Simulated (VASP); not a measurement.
VASP 6.6.1 run: SnO$_{2}$

INCAR

```
ISIF = 2
PREC = Accurate
LASPH = .TRUE.
EDIFF = 1E-7
ALGO = Damped
SIGMA = 0.02
LREAL = .FALSE.
NELM = 76
GGA = PE
ISMEAR = -1
IBRION = -1
LWAVE = .FALSE.
LCHARG = .FALSE.
NSW = 0
TIME = 4
ENCUT = 520
NBANDS = 20
```

KPOINTS

```
KPOINTS created by Atomic Simulation Environment
0
Gamma
8 8 8
0 0 0
```

POSCAR

```
Sn O
 1.0000000000000000
    -0.0187476556000000    2.5334669704000001    2.5334669704000001
     2.5334669704000001   -0.0187476556000000    2.5334669704000001
     2.5147193148000002    2.5147193148000002    0.0000000000000000
 Sn  O
   1   2
Cartesian
  0.0000000000000000  0.0000000000000000 -0.0000000000000000
  1.2573596574000001  1.2573596574000001  1.2687865076305600
  3.7720789721999997  3.7720789721999997  3.7981474331694405
```

The recommended PBE PAW datasets give the neutral cell 26 valence electrons.

Command

```
mpirun -np 1 vasp_std
```

Question: Predict the outcome of this run.

Answer: It didn't converge.

OSZICAR

```
N       E                     dE             d eps       ncg     rms           ort
DAV:   1     0.336898941685E+03    0.33690E+03   -0.12220E+04  1900   0.226E+03
DAV:   2     0.532925850654E+02   -0.28361E+03   -0.26973E+03  1900   0.491E+02
DAV:   3    -0.957863134473E+01   -0.62871E+02   -0.60018E+02  1900   0.214E+02
DAV:   4    -0.195812908280E+02   -0.10003E+02   -0.98516E+01  1900   0.957E+01
DAV:   5    -0.210036695757E+02   -0.14224E+01   -0.14152E+01  1900   0.335E+01
SDA:   6    -0.121510272916E+02    0.88526E+01   -0.10175E+03  1900   0.254E+02   0.000E+00
DMP:   7     0.278004344226E+03    0.29016E+03   -0.25034E+04  1900   0.608E+03  -0.103E+03
DMP:   8     0.143358393174E+04    0.11556E+04   -0.79732E+04  1900   0.197E+04  -0.127E+03
DMP:   9     0.108574368112E+04   -0.34784E+03   -0.86682E+04  1900   0.212E+04  -0.264E+03
DMP:  10     0.103986346033E+04   -0.45880E+02   -0.23771E+05  1900   0.591E+04  -0.214E+03
...
DMP:  68     0.360760787487E+03   -0.29346E+02   -0.69509E+03  1900   0.158E+03  -0.900E+02
DMP:  69     0.394450511491E+03    0.33690E+02   -0.87829E+03  1900   0.201E+03  -0.107E+03
DMP:  70     0.365319523486E+03   -0.29131E+02   -0.74630E+03  1900   0.170E+03  -0.958E+02
DMP:  71     0.398450669032E+03    0.33131E+02   -0.86128E+03  1900   0.198E+03  -0.991E+02
DMP:  72     0.367786563866E+03   -0.30664E+02   -0.71628E+03  1900   0.164E+03  -0.876E+02
DMP:  73     0.400739178180E+03    0.32953E+02   -0.10762E+04  1900   0.246E+03  -0.136E+03
DMP:  74     0.370848992746E+03   -0.29890E+02   -0.85756E+03  1900   0.195E+03  -0.113E+03
DMP:  75     0.404584370887E+03    0.33735E+02   -0.10097E+04  1900   0.232E+03  -0.119E+03
DMP:  76     0.373776444721E+03   -0.30808E+02   -0.89758E+03  1900   0.204E+03  -0.118E+03
   1 F= 0.37377644E+03 E0= 0.37377656E+03  d E =-.235590E-03
```

Standard output (part)

```
POSCAR found type information on POSCAR SnO
 POSCAR found :  2 types and       3 ions
 LDA part: xc-table for (Slater+PW92), standard interpolation
 POSCAR, INCAR and KPOINTS ok, starting setup
 WAVECAR not read
 entering main loop
 final diagonalization occupied
|     The electronic self-consistency was not achieved in the given           |
|     number of steps (NELM). The forces and other quantities evaluated       |
|     might not be reliable so examine the results carefully. If you find     |
|     spurious results, we suggest increasing NELM, if you were close to      |
|     convergence or switching to a different ALGO or adjusting the           |
|     density mixing parameters otherwise.                                    |
```

The fault: damping step far too long.
